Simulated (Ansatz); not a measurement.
Ansatz input

```yaml
crystal:
  lattice:
    - [-1.6828743634, 1.6828743634, 1.6828743634]
    - [1.6828743634, -1.6828743634, 1.6828743634]
    - [1.6828743634, 1.6828743634, -1.6828743634]
  atoms:
    - { symbol: Se, position: [0.0, 0.0, 0.0] }
hamiltonian:
  xc: revpbe
  pseudopotentials:
    kind: paw
    azcp:
      Se: "pseudopotentials/Se.paw.azcp"
basis:
  ecutwfc: 420
  fft_grid_basis: typed
kpoints:
  mp_grid: { grid: [14, 14, 14], shift: [0, 0, 0] }
magnetization:
  spin_polarized: false
scf:
  occupations: { method: fermi_dirac, width: 0.1 }
  lower_state_search: "off"
output:
  stress: true
  write_density: true
  write_potential: true
  elf: true
  volumetric_format: npy
```

Terminal output

```
Engine: ansatz 0.2.0, x86_64-unknown-linux-gnu
Pseudopotentials: kind: paw
Pseudopotential: Se, paw, valence charge 16, recommended cutoff 420 eV (normal) 
Functional definition: revPBE
  parameter kappa = 1.245
  parameter beta = 0.06672455060314922
  exchange = pbe_x(kappa = kappa, mu = beta*pi^2/3)
  correlation = pbe_c(beta = beta)
Crystal: 1 atoms, lattice volume = 19.064 Å³
Basis set: ecut = 420 eV, 369 PW (Γ)
Bands: 12, of which v1, the nominal top of the filled ones, is band 8 counted from 1 (7 counted from 0)
Symmetry: 48 space group operations
Space group: Im-3m (ITA 229), of the structure as read, at distance tolerance 2.7e-5 Å
k-points: 104 of 2744
Non-local potential: Se, projectors of the file, l = 0: 2, l = 1: 2, l = 2: 3, l = 3: 1
PAW form: soft (Blöchl's): semilocal exchange-correlation on the pseudo side does not see the compensation charge
PAW frozen core: Se, regenerated for the run's functional, and the local potential with it (the file was generated under x = pbe(κ = 0.804, μ = 0.2195149727645171), c = pbe(β = 0.06672455060314922))
PAW one-centre angular grid: Se, 590 points (default); XC on 64 Gauss nodes
Initial density: superposition of atomic densities (neutral atoms: chi_scale 0, normalization atom), corrected by the library's trained network
Initial wavefunctions: pseudopotential atomic-orbital guess
Functional: x = revpbe(κ = 1.245, μ = 0.2195149727645171), c = pbe(β = 0.06672455060314922)
SCF iter   1: F=—  HF=-5472.702257 eV  |F-HF|=—  |Δ(HF+E_count)|=         —  Δρ=1.57e-3  dr2=1.27e-4  ethr=1.77e-3  ⟨swp⟩=5.3  Hψ=7313  notcnv=0
SCF iter   2: F=—  HF=-5472.702504 eV  |F-HF|=—  |Δ(HF+E_count)|=   2.46e-4  Δρ=1.07e-3  dr2=9.20e-5  ethr=7.95e-7  ⟨swp⟩=2.2  Hψ=2695  notcnv=0
SCF iter   3: F=—  HF=-5472.702645 eV  |F-HF|=—  |Δ(HF+E_count)|=   1.41e-4  Δρ=2.37e-4  dr2=5.73e-6  ethr=5.75e-7  ⟨swp⟩=2.0  Hψ=1576  notcnv=0
SCF iter   4: F=—  HF=-5472.702648 eV  |F-HF|=—  |Δ(HF+E_count)|=   3.17e-6  Δρ=9.01e-5  dr2=3.42e-7  ethr=3.58e-8  ⟨swp⟩=2.0  Hψ=2080  notcnv=0
SCF iter   5: F=—  HF=-5472.702648 eV  |F-HF|=—  |Δ(HF+E_count)|=   2.22e-7  Δρ=2.83e-5  dr2=1.53e-7  ethr=2.14e-9  ⟨swp⟩=2.3  Hψ=1726  notcnv=0
SCF iter   6: F=-5472.702648 eV  HF=-5472.702648 eV  |F-HF|=1.23e-8  |Δ(HF+E_count)|=   7.28e-9  Δρ=1.04e-5  dr2=1.98e-8  ethr=6.25e-10  ⟨swp⟩=7.3  Hψ=7261  notcnv=0
SCF 1 converged in 6 iterations: F = -5472.702648 eV  dr2 = 1.98e-8
SCF converged after 6 iterations
Free energy (F): -5472.702648 eV
Harris-Foulkes:  -5472.702648 eV  (|F-HF|=1.23e-8)
Internal energy: -5472.680645 eV  (E = F + TS)
E sigma→0 (E₀):  -5472.691646 eV
Entropy (-TS):   -0.022003 eV (-22.003 meV/atom)
Fermi energy:    12.362558 eV
--- Per-component energies (eV) ---
  E_band       = -326.230270
  E_kinetic    = 117.467149
  E_local      = -1994.393393  (includes V_loc(G=0)·N_el)
  E_nonlocal   = -595.128263
  E_hartree    = 1012.665263
  E_xc         = -103.989058
  E_vxc        = -97.798430  (∫ρ·V_xc dr)
  E_paw        = -1916.183714  (= ΣΔE_a)
  E_vpaw       = 218.286810  (= ΣTr[D̂ρ^β])
  E_aug_tail   = -0.000605  (compensation charges beyond the density's cutoff)
  E_ewald      = -1992.920594
  E_core_change = -0.197430  (= ΣΔE_core)
  E_smearing   = -0.022003  (= −TS)
  E_closure    = 0.000000  (closes the sum)
  Σ components = -5472.702648   (vs F -5472.702648, Δ=0.00e0)
--- Stress (GPa, compression-positive) ---
        7.255770      -0.000000       0.000000
        0.000000       7.255770       0.000000
        0.000000      -0.000000       7.255770
  P = ⅓ Tr σ = 7.2558 GPa (72.558 kbar)
--- Band table (eV; the first three rows and the last of 104) ---
  k-point 0: bands = ["-36.1101", "-36.1101", "-36.1101", "-36.0997", "-36.0997", "-4.2917", "15.7248", "15.7248", "15.7248", "24.5034", "25.0534", "25.0534"]
  k-point 1: bands = ["-36.1102", "-36.1097", "-36.1090", "-36.0999", "-36.0998", "-4.1759", "14.9994", "15.4703", "15.6783", "24.4789", "24.5528", "25.3297"]
  k-point 2: bands = ["-36.1107", "-36.1086", "-36.1061", "-36.1004", "-36.1000", "-3.8320", "13.2958", "14.8512", "15.5459", "23.2470", "23.5692", "26.5051"]
  k-point 103: bands = ["-36.1111", "-36.1111", "-36.0905", "-36.0905", "-36.0905", "2.2448", "8.9351", "8.9351", "8.9351", "16.2245", "16.2245", "36.2474"]
```

Launched by

```sh
ansatz run input.yaml --threads 2 --pin off --max-ram 5120MiB --backend cpu --events-out ev --progress --plain --runs-dir out
```

On 2 threads of Intel(R) Xeon(R) Platinum 8488C (Sapphire Rapids) (shared host) this took about 0.98 s of wall time and 1.4 s of CPU time.
